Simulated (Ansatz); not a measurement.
# Heated and quenched cell B32N32

Ansatz, PAW, plane waves. PBEsol relaxation at the Γ point alone; single points on the relaxed atoms at the Γ point alone. No spin–orbit coupling unless named.

Relaxed structure:

```
B N
1.0
     7.86063    0.00000    0.00000
     0.00000    7.86063    0.00000
     0.00000    0.00000    7.86063
B N
32 32
Direct
  0.94173 0.97929 0.91619
  0.77364 0.17742 0.70619
  0.20977 0.94161 0.08027
  0.29503 0.31098 0.51249
  0.16435 0.04360 0.36743
  0.07601 0.03180 0.62224
  0.41420 0.70963 0.04494
  0.16961 0.22483 0.93945
  0.89848 0.83854 0.32496
  0.05240 0.69128 0.99324
  0.57800 0.93271 0.83394
  0.83755 0.82843 0.73010
  0.69529 0.18555 0.98591
  0.97394 0.41104 0.69408
  0.40810 0.50716 0.79126
  0.93125 0.40154 0.95391
  0.87824 0.46214 0.19416
  0.63645 0.49159 0.03094
  0.95790 0.73938 0.58531
  0.39554 0.51257 0.35352
  0.62213 0.66220 0.30416
  0.38611 0.85145 0.32150
  0.70841 0.23627 0.28268
  0.50132 0.72219 0.59949
  0.08303 0.56746 0.45277
  0.66088 0.41436 0.53260
  0.65595 0.95774 0.12677
  0.19543 0.70453 0.67234
  0.41226 0.17906 0.17532
  0.44501 0.22867 0.83019
  0.94609 0.11336 0.16787
  0.62074 0.89932 0.49008
  0.47847 0.54480 0.95806
  0.88560 0.28065 0.25106
  0.99930 0.98427 0.30125
  0.11927 0.85560 0.60461
  0.59658 0.14766 0.15510
  0.17808 0.15124 0.51573
  0.93044 0.79212 0.89924
  0.36169 0.66395 0.70752
  0.39282 0.34583 0.69671
  0.22868 0.47475 0.41844
  0.61006 0.12443 0.81231
  0.43279 0.68586 0.24189
  0.75211 0.36339 0.95703
  0.80753 0.34801 0.63079
  0.70885 0.54748 0.18794
  0.60114 0.27883 0.41971
  0.43342 0.30882 0.35276
  0.05223 0.32059 0.83408
  0.34905 0.22508 0.98872
  0.44458 0.87928 0.48712
  0.00683 0.52223 0.06890
  0.90458 0.04300 0.72084
  0.95915 0.68190 0.39277
  0.09002 0.07177 0.01515
  0.04855 0.57510 0.64619
  0.22305 0.77227 0.02357
  0.30668 0.00657 0.23503
  0.54025 0.86632 0.99919
  0.57388 0.57761 0.48271
  0.81293 0.04148 0.04135
  0.64809 0.84121 0.68062
  0.70751 0.85489 0.31626
```

Problem. What are the mean bond lengths by pair (pairs within 1.2 times the sum of covalent radii, less contacts 15 % beyond the pair's median; cation–cation pairs of compounds aside; long ionic contacts are cut short by that bound)?

Solution. B–B 1.899 ± 0.137 Å (standard deviation, 5 bonds); B–N 1.513 ± 0.071 Å (standard deviation, 102 bonds); N–N 1.439 ± 0.000 Å (standard deviation, 1 bonds).

Problem. What gap lies between the top filled and the lowest empty level in the single points?

Solution. HSE06 3.05 eV (41 s on 7 threads of Neoverse-V2).
